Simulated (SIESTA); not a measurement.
The system is TiB2.

```
Ti B
1.0
     3.02920    0.00000    0.00000
    -1.51460    2.62336    0.00000
     0.00000    0.00000    3.22840
Ti B
1 2
Cartesian
  0.0000 0.0000 0.0000
  1.5146 0.8745 1.6142
  0.0000 1.7489 1.6142
```

Base run:

| Property | Result |
| --- | --- |
| Program | SIESTA 5.4.2 |
| Functional | PBE |
| Potentials or basis | PseudoDojo 0.4 standard (PBE files) |
| Basis | DZP (energy shift 0.003 Ry; two zetas on semicore shells) |
| Grid cutoff | 800 Ry |
| Energy shift | 0.003 Ry |
| k mesh | 7 × 7 × 6 |
| Occupations | fermi-dirac, width 0.05 eV |
| Spin | no spin polarisation |

Its results: band gap on the k mesh none (metal or under the smearing width); pressure 2.7 GPa.

Question: The run is repeated on the same cell with these changes: basis from DZP (energy shift 0.003 Ry; two zetas on semicore shells) to TZP (energy shift 0.003 Ry; two zetas on semicore shells). What comes out?

Answer: Band gap on the k mesh none (metal or under the smearing width); pressure 0.7 GPa.

Caveats: the basis of atomic orbitals isn't converged, which shifts pressures, moduli and gaps.
